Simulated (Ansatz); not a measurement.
## Stiffness of cubic ZnSe

The cell as given, ahead of any relaxation:

It takes space group F-43m (No. 216, cubic). Conventional cell: a = 5.668 Å, b = 5.668 Å, c = 5.668 Å, α = 90.00°, β = 90.00°, γ = 90.00°. Se (site symmetry -43m) is surrounded by 4 Zn at 2.45 Å. Around Zn (site symmetry -43m) lie 4 Se at 2.45 Å.

Constants in GPa on the cubic axes, for the cell as given (22.76 Å³ an atom), with the atoms relaxed in the strained cells where symmetry lets them move; no spin polarisation, no spin-orbit coupling. Meshes are those of the run's cell of 2 atoms. Ansatz's plane-wave pressures hold its Pulay term. Occupations: fixed (run 1). Space group F-43m.

```csv
run,level,program and potentials,k mesh,cell,C11,C12,C44
1,PBEsol,"Ansatz, Ansatz PAW (made for PBE), 420 eV",6 × 6 × 6,"as given, -1.11 GPa",84.4,47.8,39.1
```

Task: Work out the bulk, shear and Young's moduli of a random polycrystal, Poisson's ratio and the anisotropy, and test the cell's stability.

Result: From the values as printed: B = (C11 + 2 C12)/3 = 60.0 GPa. Voigt: G_V = (C11 - C12 + 3 C44)/5 = 30.8; Reuss: G_R = 5 C44 (C11 - C12)/[4 C44 + 3 (C11 - C12)] = 26.9; Hill's mean, from the unrounded bounds, G = 28.8 GPa. Young's modulus E = 9BG/(3B + G) = 74.5 GPa, Poisson's ratio ν = (3B - 2G)/[2(3B + G)] = 0.293. Zener's ratio 2 C44/(C11 - C12) = 2.14, so the crystal is stiffest along ⟨111⟩ and softest along ⟨100⟩. C11 > |C12|, C11 + 2 C12 > 0 and C44 > 0 hold, so the cell is stable against small uniform strains, which says nothing of soft phonons. Under pressure the constants are those of stress over strain at that pressure. An equation of state at this level (Ansatz, all-electron LAPW, scalar-relativistic; mesh 8 × 8 × 8) gives B0 = 65.1 GPa at its minimum of 22.35 Å³ an atom, against 22.76 here.

ZnSe resists a change of volume much more than a change of shape, and its weakest response is the tetragonal shear governed by C11 - C12. This is typical of a tetrahedral sp³ network: that shear is taken up mainly by bending bond angles, which costs far less than stretching bonds. The partly ionic Zn–Se bond probably weakens the angular forces further, as charge drawn towards Se makes the bonding less directional. The anisotropy has the same origin. The bonds lie along ⟨111⟩, so a pull in that direction must stretch some of them directly, whereas a pull along ⟨100⟩ can be met largely by opening and closing angles. C44 involves both kinds of distortion, softened by the internal shift of the two sublattices.

The bulk modulus of 60.0 GPa lies below the equation-of-state value of 65.1 GPa chiefly, it seems, because the cell is stretched beyond its minimum, and longer bonds are more compliant. The gap is therefore no sign of a disagreement over the bonding. With only one compound, the share of ionicity in the low shear stiffness can't be isolated.
